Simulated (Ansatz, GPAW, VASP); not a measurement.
**PbSe: 4 runs at one level of theory**

```
Pb Se
1.0
     0.00000    3.06065    3.06065
     3.06065    0.00000    3.06065
     3.06065    3.06065    0.00000
Pb Se
1 1
Cartesian
  0.0000 0.0000 0.0000
  3.0606 3.0606 3.0606
```

Alike in all runs: task single point; functional PBE; k mesh 8 × 8 × 8; occupations gaussian, width 0.022 eV; no spin polarisation; no spin-orbit coupling. Pressure is positive in compression and, in plane waves, holds the error of the finite cutoff, which Ansatz's Pulay term estimates and takes out.

```json
{"program and potentials": "Ansatz, Ansatz PAW", "plane-wave cutoff (eV)": "420", "notes": "15 valence electrons an atom on average", "band gap (eV)": "0.29", "pressure (GPa)": "2.43"}
{"program and potentials": "VASP, PBE PAW files Pb_d, Se, 520 eV", "plane-wave cutoff (eV)": "520", "notes": "10 valence electrons an atom on average", "band gap (eV)": "0.29", "pressure (GPa)": "2.40"}
{"program and potentials": "GPAW, GPAW PAW data sets (gpaw-data 1.2.1)", "plane-wave cutoff (eV)": "600", "notes": "10 valence electrons an atom on average", "band gap (eV)": "0.24", "pressure (GPa)": "2.22"}
{"program and potentials": "Ansatz, all-electron LAPW, scalar-relativistic", "plane-wave cutoff (eV)": "-", "notes": "-", "band gap (eV)": "0.28", "pressure (GPa)": "2.43"}
```

The band gap spans 0.24 (GPAW, GPAW PAW data sets (gpaw-data 1.2.1)) to 0.29 eV (VASP, PBE PAW files Pb_d, Se, 520 eV), with all-electron results at 0.28. The pressure spans 2.22 (GPAW, GPAW PAW data sets (gpaw-data 1.2.1)) to 2.43 GPa (Ansatz, all-electron LAPW, scalar-relativistic), with all-electron results at 2.43. Spin-orbit coupling, left out here, moves the band edges of heavy atoms.

The functional is the same throughout but for its coding, so the spread measures potentials, basis and numerics; runs on potential files found faulty are left out.
